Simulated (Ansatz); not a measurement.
**Sn under changes of volume**

One of the cells (27.205 Å³/atom); the others are scaled copies at fixed shape and fractional positions:

```
Sn
1.0
    -1.89465    1.89465    1.89465
     1.89465   -1.89465    1.89465
     1.89465    1.89465   -1.89465
Sn
1
Direct
  0.00000 0.00000 0.00000
```

This isn't the form of Sn at room conditions, which is tetragonal (white tin).

| Item | Value |
| --- | --- |
| Program | Ansatz 0.2.0 |
| Functional | PBEsol |
| Potentials or basis | Ansatz PAW |
| Cutoff | 420 eV (not typed: the program's choice for these potentials) |
| k mesh | 10 × 10 × 10 |
| Occupations | fermi-dirac, width 0.05 eV |
| Spin | no spin polarisation |

```tsv
volume (Å³/atom)	energy over the lowest point (meV/atom)	pressure (GPa)
25.573	0.72	0.9
26.117	0.00	-0.3
26.661	2.89	-1.3
27.205	8.96	-2.2
27.749	?	?
28.293	29.19	-3.7
28.837	42.82	-4.3
```

Question: What does the run at 27.749 Å³/atom give?

Answer: Energy over the lowest point 17.82 meV/atom; pressure -3.0 GPa.

Worked out: A Birch-Murnaghan fit of order 3 (a polynomial in V^(-2/3)) to the other rows has its minimum at 25.94 Å³/atom with B0 = V·E''(V) = 52 GPa and B' = 4.7. It gives 17.82 meV/atom at 27.749 Å³/atom, against the run's 17.82, and -dE/dV = -3.0 GPa, against -3.0.

Energies are extrapolated to zero smearing.

Caveats: the PAW data sets come from PBE, with cores solved anew for the run's functional, which leaves a small shift of forces and pressure.
